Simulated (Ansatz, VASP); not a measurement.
# GaAs (GaAs(110)) in two plane-wave programs, part 2 of 3

Wanted: the spread between two codes on one cell, functional and k mesh. Of the first pair: The structure shown is the end of the VASP relaxation below. Valence electrons are named where the data sets of a main pair hold unlike numbers.

VASP 6.6.1 and Ansatz 0.2.0.

So far: Starting point; VASP: relaxation, PBE.

### 3. Ansatz: single point, PBE

Level of this step: Ansatz beside VASP: Kohn-Sham DFT, plane waves, PBE (Ansatz).

Ansatz runs on its default PAW (the set named soft_2) files.

The same cell, functional, mesh and smearing now go to Ansatz, which takes its cutoff from its data sets.

File input.yaml:

```yaml
crystal:
  lattice:
    - [4.19565678, 0.0, 0.0]
    - [0.0, 5.93355472, 0.0]
    - [0.0, 0.0, 32.08326044]
  atoms:
    - { symbol: Ga, position: [0.0, 0.0611296, 0.26457863] }
    - { symbol: Ga, position: [0.5, 0.48796408, 0.30963993] }
    - { symbol: Ga, position: [0.0, 0.99294445, 0.37504244] }
    - { symbol: Ga, position: [0.5, 0.49294599, 0.43703334] }
    - { symbol: Ga, position: [0.0, 0.99504918, 0.5] }
    - { symbol: Ga, position: [0.5, 0.49294599, 0.56296666] }
    - { symbol: Ga, position: [0.0, 0.99294445, 0.62495756] }
    - { symbol: Ga, position: [0.5, 0.48796408, 0.69036007] }
    - { symbol: Ga, position: [0.0, 0.0611296, 0.73542137] }
    - { symbol: As, position: [0.0, 0.73278421, 0.31210104] }
    - { symbol: As, position: [0.5, 0.26091934, 0.24337015] }
    - { symbol: As, position: [0.0, 0.73822458, 0.43761589] }
    - { symbol: As, position: [0.5, 0.24070096, 0.37404137] }
    - { symbol: As, position: [0.0, 0.73822458, 0.56238411] }
    - { symbol: As, position: [0.5, 0.23972439, 0.5] }
    - { symbol: As, position: [0.0, 0.73278421, 0.68789896] }
    - { symbol: As, position: [0.5, 0.24070096, 0.62595863] }
    - { symbol: As, position: [0.5, 0.26091934, 0.75662985] }
hamiltonian:
  xc: pbe
  pseudopotentials: { kind: paw }
kpoints:
  mp_grid: { grid: [6, 4, 1] }
scf:
  occupations: { method: gaussian, width: 0.03 }
  n_extra_bands: 8
efield:
  axis: 3
  dipole_correction: true
  ramp_width: 0.04
output:
  forces: true
  eigenvalues: true
  write_density: true
  write_potential: true
  elf: true
  volumetric_format: npy
```

Command:

```
$ ansatz run input.yaml --threads 8 --pin off --max-ram 18432MiB --backend cpu --events-out ev --progress --plain --runs-dir out
```

Numbers of over 12 decimals in the logs are rounded to 6 here.

The program printed:

```text
scf.n_extra_bands = 8 over 126 filled bands (N_el = 252.0): the run solves 134 bands
Engine: ansatz 0.2.0, aarch64-unknown-linux-gnu
Pseudopotentials: kind: paw
Pseudopotential: Ga, paw, valence charge 13, recommended cutoff 420 eV (normal), Ga.paw.azcp
Pseudopotential: As, paw, valence charge 15, recommended cutoff 420 eV (normal), As.paw.azcp
Functional definition: PBE
  parameter kappa = 0.804
  parameter beta = 0.066725
  exchange = pbe_x(kappa = kappa, mu = beta*pi^2/3)
  correlation = pbe_c(beta = beta)
Crystal: 18 atoms, lattice volume = 798.718 Å³
Basis set: ecut = 420 eV, 15463 PW (Γ), exchange–correlation on 60×80×432 points (8 copies of the dense FFT grid, shifted against one another)
Bands: 134, of which v1, the nominal top of the filled ones, is band 126 counted from 1 (125 counted from 0)
Symmetry: 2 space group operations
k-points: 12 of 24 (time reversal used)
Non-local potential: Ga, projectors of the file, l = 0: 2, l = 1: 2, l = 2: 3, l = 3: 1
Non-local potential: As, projectors of the file, l = 0: 2, l = 1: 2, l = 2: 3, l = 3: 1
PAW form: soft (Blöchl's): semilocal exchange-correlation on the pseudo side does not see the compensation charge
PAW one-centre angular grid: Ga, 590 points (default); XC on 64 Gauss nodes
PAW one-centre angular grid: As, 590 points (default); XC on 64 Gauss nodes
Initial density: superposition of atomic densities (neutral atoms: chi_scale 0, normalization atom), corrected by the library's trained network
Initial wavefunctions: pseudopotential atomic-orbital guess
Functional: x = pbe(κ = 0.804, μ = 0.219515), c = pbe(β = 0.066725)
SCF iter   1: F=—  HF=-77756.660678 eV  |F-HF|=—  |Δ(HF+E_count)|=         —  Δρ=1.65e-3  dr2=1.43e-1  ethr=1.77e-3  p=0.000 e·Å  D=1.95e-13 V/Å  ΔV_dip=-0.00 eV  dr2_dipole=3.21e-9  V_vac-E_F(+/−)=4.69/4.69 eV  ⟨swp⟩=6.4  Hψ=6079  notcnv=0  defer=1
efield: sawtooth ramp at fractional position 0.9800 (placed from the atoms, in the widest stretch of the axis that holds none; the zero of the levels goes with the place), width 0.0400; the density the first Hamiltonian is built on has a dipole p = 0.000 e·Å; the dipole correction subtracts the counter field D = 1.95e-13 V/Å, which shifts the + side's vacuum level by -0.00 eV against the − side's; the planar-averaged density in the ramp window peaks in size at 7.1e-6 e/Å³
preconditioner: auto → Resta (q_TF=auto, 2.251 Å⁻¹)  ε∞=2.9  [insulator: Δε(μ)=0.393 eV  Ē_g=12.286 eV  σ=0.030 eV  W_gap=1.00  n_scr=164 (ndim 8)  ℏωp=16.7 eV  f_vac=0.438  D(μ)=0.00/eV (n_scr^D=0)  ε∞_Penn≈2.9  vacuum switching on, ρ_ref=1.1e-2 e/Å³]
SCF iter   2: F=—  HF=-77756.649980 eV  |F-HF|=—  |Δ(HF+E_count)|=   1.07e-2  Δρ=1.08e-3  dr2=1.26e-1  ethr=5.69e-5  p=-0.000 e·Å  D=-7.82e-6 V/Å  ΔV_dip=0.00 eV  dr2_dipole=1.79e-8  V_vac-E_F(+/−)=4.98/4.98 eV  ⟨swp⟩=3.7  Hψ=3056  notcnv=0  defer=25
SCF iter   3: F=—  HF=-77756.638333 eV  |F-HF|=—  |Δ(HF+E_count)|=   1.16e-2  Δρ=6.21e-4  dr2=4.82e-3  ethr=5.00e-5  p=0.000 e·Å  D=8.95e-7 V/Å  ΔV_dip=-0.00 eV  dr2_dipole=1.46e-9  V_vac-E_F(+/−)=4.83/4.83 eV  ⟨swp⟩=2.7  Hψ=1868  notcnv=0  defer=25
SCF iter   4: F=—  HF=-77756.639520 eV  |F-HF|=—  |Δ(HF+E_count)|=   1.19e-3  Δρ=2.96e-4  dr2=6.80e-4  ethr=1.91e-6  p=-0.000 e·Å  D=-1.10e-5 V/Å  ΔV_dip=0.00 eV  dr2_dipole=7.75e-8  V_vac-E_F(+/−)=4.83/4.83 eV  ⟨swp⟩=2.0  Hψ=2677  notcnv=0  defer=25
SCF iter   5: F=—  HF=-77756.639178 eV  |F-HF|=—  |Δ(HF+E_count)|=   3.42e-4  Δρ=1.12e-4  dr2=1.22e-4  ethr=2.70e-7  p=0.000 e·Å  D=1.26e-5 V/Å  ΔV_dip=-0.00 eV  dr2_dipole=8.34e-8  V_vac-E_F(+/−)=4.82/4.82 eV  ⟨swp⟩=2.0  Hψ=2615  notcnv=0  defer=25
SCF iter   6: F=—  HF=-77756.639262 eV  |F-HF|=—  |Δ(HF+E_count)|=   8.36e-5  Δρ=5.40e-5  dr2=2.68e-5  ethr=4.84e-8  p=-0.000 e·Å  D=-1.05e-4 V/Å  ΔV_dip=0.00 eV  dr2_dipole=5.82e-6  V_vac-E_F(+/−)=4.82/4.82 eV  ⟨swp⟩=2.0  Hψ=3095  notcnv=0  defer=25
SCF iter   7: F=—  HF=-77756.639262 eV  |F-HF|=—  |Δ(HF+E_count)|=   4.29e-7  Δρ=2.15e-5  dr2=3.92e-5  ethr=1.06e-8  p=0.001 e·Å  D=2.57e-4 V/Å  ΔV_dip=-0.01 eV  dr2_dipole=3.48e-5  V_vac-E_F(+/−)=4.82/4.83 eV  ⟨swp⟩=2.0  Hψ=3120  notcnv=0  defer=25
SCF iter   8: F=—  HF=-77756.639259 eV  |F-HF|=—  |Δ(HF+E_count)|=   2.49e-6  Δρ=1.12e-5  dr2=1.24e-5  ethr=1.06e-8  p=-0.001 e·Å  D=-1.47e-4 V/Å  ΔV_dip=0.00 eV  dr2_dipole=1.12e-5  V_vac-E_F(+/−)=4.82/4.82 eV  ⟨swp⟩=2.0  Hψ=1810  notcnv=0  defer=25
SCF iter   9: F=—  HF=-77756.639258 eV  |F-HF|=—  |Δ(HF+E_count)|=   1.23e-6  Δρ=5.56e-6  dr2=1.26e-6  ethr=4.90e-9  p=-0.000 e·Å  D=-4.46e-5 V/Å  ΔV_dip=0.00 eV  dr2_dipole=1.05e-6  V_vac-E_F(+/−)=4.82/4.82 eV  ⟨swp⟩=2.0  Hψ=1748  notcnv=0  defer=25
SCF iter  10: F=—  HF=-77756.639258 eV  |F-HF|=—  |Δ(HF+E_count)|=   1.80e-7  Δρ=1.95e-6  dr2=1.44e-7  ethr=5.00e-10  p=-0.000 e·Å  D=-1.06e-5 V/Å  ΔV_dip=0.00 eV  dr2_dipole=5.43e-8  V_vac-E_F(+/−)=4.82/4.82 eV  ⟨swp⟩=2.0  Hψ=2256  notcnv=0  defer=25
SCF iter  11: F=-77756.639258 eV  HF=-77756.639258 eV  |F-HF|=1.39e-8  |Δ(HF+E_count)|=   3.43e-9  Δρ=7.68e-7  dr2=2.55e-8  ethr=3.97e-11  p=-0.000 e·Å  D=-6.06e-7 V/Å  ΔV_dip=0.00 eV  dr2_dipole=2.53e-10  V_vac-E_F(+/−)=4.82/4.82 eV  ⟨swp⟩=13.4  Hψ=11772  notcnv=0
SCF 1 converged in 11 iterations: F = -77756.639258 eV  dr2 = 2.55e-8
  greatest PAW one-centre occupation: 0.999 electrons in one spin orbital (limit 2), on the As atom at site 10 (counted from 0), in its partial waves of l = 2
WARN: The output density's exchange-correlation potential varies sharply where the density is thin. Do not read a vacuum level from v_tot or v_xc, or from such a field of the output density. On a cell that repeats whose density bears no net charge and no dipole along the vacuum's axis use v_es (v_loc + v_h of the components); under efield.dipole_correction with no amplitude use v_es + v_field, which holds any externa [...]
SCF converged after 11 iterations
Free energy (F): -77756.639258 eV
Harris-Foulkes:  -77756.639258 eV  (|F-HF|=1.39e-8)
Internal energy: -77756.639258 eV  (E = F + TS)
E sigma→0 (E₀):  -77756.639258 eV
Fermi energy:    1.846550 eV
Dipole field:    D = 0.000010 V/Å  (p = 0.000045 e·Å, saw-weighted, corrected)
Work function:   Φ+ = 4.8208 eV   Φ− = 4.8211 eV
Levels:          The Fermi level and band energies are counted from a zero that moves with the ramp; work functions are not
--- Per-component energies (eV) ---
  E_band       = -4382.015828
  E_kinetic    = 1948.520375
  E_local      = -277677.438550  (includes V_loc(G=0)·N_el)
  E_nonlocal   = -2215.109491
  E_hartree    = 138197.016617
  E_xc         = -1323.051853
  E_vxc        = -1218.893104  (∫ρ·V_xc dr)
  E_paw        = -34415.952341  (= ΣΔE_a)
  E_vpaw       = -1613.064447  (= ΣTr[D̂ρ^β])
  E_aug_tail   = -0.000828  (compensation charges beyond the density's cutoff)
  E_efield     = 0.000000  (sawtooth field / dipole correction)
  E_vefield    = 0.000000  (∫n·V_field dr)
  E_ewald      = 97729.376812
  E_smearing   = -0.000000  (= −TS)
  E_closure    = -0.000000  (closes the sum)
  Σ components = -77756.639258   (vs F -77756.639258, Δ=0.00e0)
--- Forces (eV/Å), atoms counted from 1 ---
  atom   1  Ga     0.00000000     0.01410417     0.01067930
  atom   2  Ga    -0.00000000    -0.00065757    -0.00383447
  atom   3  Ga     0.00000000     0.00776230     0.02066313
  atom   4  Ga     0.00000000    -0.02121154    -0.00596345
  atom   5  Ga     0.00000000    -0.01420968     0.00000578
  atom   6  Ga     0.00000000    -0.02120813     0.00597315
  atom   7  Ga    -0.00000000     0.00776647    -0.02065729
  atom   8  Ga    -0.00000000    -0.00065422     0.00383720
  atom   9  Ga    -0.00000000     0.01410533    -0.01067786
  atom  10  As    -0.00000000    -0.00042403     0.00381919
  atom  11  As     0.00000000    -0.00930872     0.05779548
  atom  12  As    -0.00000000     0.02235042    -0.02271350
  atom  13  As     0.00000000    -0.01221309     0.01385688
  atom  14  As     0.00000000     0.02234954     0.02270370
  atom  15  As     0.00000000     0.01340121    -0.00000584
  atom  16  As    -0.00000000    -0.00042524    -0.00382117
  atom  17  As    -0.00000000    -0.01221495    -0.01386207
  atom  18  As    -0.00000000    -0.00930896    -0.05779491
  max |Σ_I F_I| component: 3.32e-6 eV/Å
--- Band table (eV; the first three rows and the last of 12) ---
  k-point 0: bands = [... 122 lower, 1.4591, 1.5195, 1.5215, 1.6057, 2.0874, 2.8532, 3.0898, 3.1746, ... 4 higher]
  k-point 1: bands = [... 122 lower, 1.0696, 1.0857, 1.2424, 1.3409, 2.7379, 2.8123, 3.0444, 3.0511, ... 4 higher]
  k-point 2: bands = [... 122 lower, 0.6497, 0.7004, 0.8813, 0.9109, 2.4465, 2.4971, 2.7846, 2.9914, ... 4 higher]
  k-point 11: bands = [... 122 lower, 0.5043, 0.6751, 0.9400, 1.1515, 2.5970, 3.1812, 3.2108, 4.0823, ... 4 higher]
```

Wall time 52 s (8 threads of Arm Neoverse N1, shared host); peak memory 4.2 GiB.

In the SCF lines HF is the Harris–Foulkes energy and dr2 the Hartree energy of the density residual, in eV; the loop may stop once dr2 is under the threshold and the program's other checks hold. Hψ counts applications of the Hamiltonian.

### 4. Differences

Known differences besides the potentials themselves: the data sets hold 252 valence electrons in Ansatz (on its default PAW (the set named soft_2) files) and 72 in VASP; the cutoff is 420 eV in Ansatz and 320 eV in VASP (PREC = Normal, projectors in real space); VASP leaves aspherical gradient terms in its spheres out (LASPH is not set), Ansatz keeps them. Total energies have different zeros and are not compared.

Compared:

```csv
quantity,Ansatz,VASP,difference
gap on the k mesh (eV),0.482,0.509,-0.028
```

At this near-relaxed geometry the largest component of a force difference is 52 meV/Å. A gap on the mesh is an upper bound, since the band edges may lie between its points. With vacuum in the cell, a pressure given here is an average over mostly empty space and none of the material.

### 5. Further runs

Further runs change the set-up of one program: Ansatz's method, potentials or start, or VASP's data sets, cutoff or form of LDA. The table gives Ansatz less VASP for each quantity, since a change that brings one quantity closer may part another.

| run | r.m.s. force difference (meV/Å) | gap on the k mesh (eV) |
| --- | --- | --- |
| as above | 13 | -0.028 |
| norm-conserving potentials (cutoff 1143 eV) | 12 | -0.028 |

### 6. VASP: band structure, PBE

The same path points are solved in both programs, so levels can be compared one by one.

File INCAR:

```
SYSTEM = GaAs
PREC = Normal
ENCUT = 320
EDIFF = 1E-06
NELM = 120
ISMEAR = 0
SIGMA = 0.03
LREAL = Auto
ALGO = Fast
GGA = PE
NBANDS = 54
LORBIT = 11
LWAVE = .FALSE.
LCHARG = .TRUE.
KPAR = 2
IDIPOL = 3
LDIPOL = .TRUE.
DIPOL = 0.5 0.5 0.5
LVHAR = .TRUE.
LVACPOTAV = .TRUE.
NEDOS = 1500
```

File POSCAR:

```
GaAs
1.0
    4.1956567765      0.0000000000      0.0000000000
    0.0000000000      5.9335547164      0.0000000000
    0.0000000000      0.0000000000     32.0832604436
Ga As
9 9
Direct
    0.0000000000      0.0611296027      0.2645786332
    0.5000000000      0.4879640829      0.3096399276
    0.0000000000      0.9929444524      0.3750424411
    0.5000000000      0.4929459869      0.4370333410
    0.0000000000      0.9950491819      0.5000000000
    0.5000000000      0.4929459869      0.5629666590
    0.0000000000      0.9929444524      0.6249575589
    0.5000000000      0.4879640829      0.6903600724
    0.0000000000      0.0611296027      0.7354213668
    0.0000000000      0.7327842050      0.3121010363
    0.5000000000      0.2609193447      0.2433701542
    0.0000000000      0.7382245782      0.4376158893
    0.5000000000      0.2407009616      0.3740413672
    0.0000000000      0.7382245782      0.5623841107
    0.5000000000      0.2397243896      0.5000000000
    0.0000000000      0.7327842050      0.6878989637
    0.5000000000      0.2407009616      0.6259586328
    0.5000000000      0.2609193447      0.7566298458
```

File KPOINTS:

```
Automatic mesh
0
Gamma
6 4 1
0 0 0
```

File KPOINTS_OPT:

```
Line mode
14
Line-mode
Reciprocal
  0.00000000   0.00000000   0.00000000 GAMMA
  0.50000000   0.00000000   0.00000000 X

  0.50000000   0.00000000   0.00000000 X
  0.50000000   0.50000000   0.00000000 S

  0.50000000   0.50000000   0.00000000 S
  0.00000000   0.50000000   0.00000000 Y

  0.00000000   0.50000000   0.00000000 Y
  0.00000000   0.00000000   0.00000000 GAMMA

  0.00000000   0.00000000   0.00000000 GAMMA
  0.50000000   0.50000000   0.00000000 S
```

Potentials, in the order of the species: Ga and As (PBE family, release 64).

Command:

```
$ mpirun -np 4 vasp_std
```

The program printed:

```text
[banner, memory and clock lines left out]
running    4 mpi-ranks, on    1 nodes
[...]
LDA part: xc-table for (Slater+PW92), standard interpolation
 POSCAR, INCAR and KPOINTS ok, starting setup
[...]
entering main loop
       N       E                     dE             d eps       ncg     rms          rms(c)
DAV:   1     0.298948337789E+03    0.29895E+03   -0.18265E+04  1296   0.682E+02
DAV:   2    -0.371377634481E+02   -0.33609E+03   -0.32398E+03  1774   0.146E+02
DAV:   3    -0.728217061865E+02   -0.35684E+02   -0.35249E+02  1554   0.499E+01
DAV:   4    -0.741691128795E+02   -0.13474E+01   -0.13435E+01  1680   0.110E+01
[...]
RMM:  21    -0.725162636644E+02   -0.88580E-05   -0.57157E-07  1092   0.147E-03    0.560E-04
RMM:  22    -0.725162647198E+02   -0.10553E-05   -0.54878E-08   530   0.657E-04    0.257E-04
RMM:  23    -0.725162653057E+02   -0.58597E-06   -0.34539E-08   504   0.699E-04
|                                                                             |
[...]
|     workfunction values.                                                    |
|                                                                             |

   1 F= -.72516265E+02 E0= -.72516265E+02  d E =-.138453E-11
 Start KPOINTS_OPT (optional k-point list driver)
k-point batch [1-12\70]
       N       E                     dE             ncg
DAV:   1    -0.715053891294E+03   -0.71679E+04     1296
DAV:   2    -0.465352304061E+04   -0.39385E+04     1748
DAV:   3    -0.508257506498E+04   -0.42905E+03     1584
DAV:   4    -0.509817650534E+04   -0.15601E+02     1698
[...]
DAV:   8    -0.509866856940E+04   -0.32582E-04     1594
DAV:   9    -0.509866857106E+04   -0.16612E-05     1264
DAV:  10    -0.509866857122E+04   -0.16142E-06     1008
[...]
k-point batch [61-70\70]
       N       E                     dE             ncg
DAV:   1    -0.528601291201E+03   -0.12265E+05     1080
DAV:   2    -0.375909304928E+04   -0.32305E+04     1466
DAV:   3    -0.409382260368E+04   -0.33473E+03     1336
DAV:   4    -0.410551027903E+04   -0.11688E+02     1408
[...]
DAV:   8    -0.410588732391E+04   -0.45661E-04     1440
DAV:   9    -0.410588732646E+04   -0.25484E-05     1200
DAV:  10    -0.410588732668E+04   -0.22451E-06      976
```

Parts of OUTCAR (step 6):

```text
  Total      -12.7549833     -8.2234246     -0.2889360      0.0000000      0.0000000      0.0000000
  in kB      -25.5856864    -16.4956675     -0.5795872      0.0000000      0.0000000      0.0000000
  external PRESSURE =     -14.2203137 kB  Pullay stress =       0.0000000 kB

 POSITION                                       TOTAL-FORCE (eV/Angst)
 -----------------------------------------------------------------------------------
      0.00000      0.36272      8.48855        -0.000000      0.017503      0.011026
      2.09783      2.89536      9.93426         0.000000      0.002418      0.001125
      0.00000      5.89169     12.03258        -0.000000      0.015899      0.016719
      2.09783      2.92492     14.02145         0.000000     -0.005877      0.004593
      0.00000      5.90418     16.04163        -0.000000      0.010662     -0.000000
      2.09783      2.92492     18.06181         0.000000     -0.005877     -0.004593
      0.00000      5.89169     20.05068        -0.000000      0.015899     -0.016719
      2.09783      2.89536     22.14900         0.000000      0.002418     -0.001125
      0.00000      0.36272     23.59472        -0.000000      0.017503     -0.011026
      0.00000      4.34802     10.01322        -0.000000     -0.027242     -0.000447
      2.09783      1.54818      7.80811         0.000000     -0.001325      0.004502
      0.00000      4.38030     14.04014         0.000000      0.005776     -0.019470
      2.09783      1.42821     12.00047        -0.000000     -0.019273      0.009051
      0.00000      4.38030     18.04312         0.000000      0.005776      0.019470
[...]
-----------------------------------------------------------------------------------
    total drift:                                0.000000      0.009450      0.000000

  FREE ENERGIE OF THE ION-ELECTRON SYSTEM (eV)
  ---------------------------------------------------
  free  energy   TOTEN  =       -72.5162653057 eV

  energy  without entropy=      -72.5162653057  energy(sigma->0) =      -72.51626531

[... 2 parts as in an earlier step ...]

[... 1 further part left out ...]
[key lines of the parts left out:]
E-fermi :  -1.0436
```

[end of part 2 of 3]

[Lines on the potential files, build, host, timing and source positions are cut from VASP's logs without a mark.]

[Logs are printed without paths, hosts, clocks, repeated set-up lines and the standing remarks that a program may print on its own settings, such as how far it seeks lower states.]

[Hosts, paths, dates, database ids (printed as entryN), source tags and the programs' standing remarks are cut or masked in the printed files.]
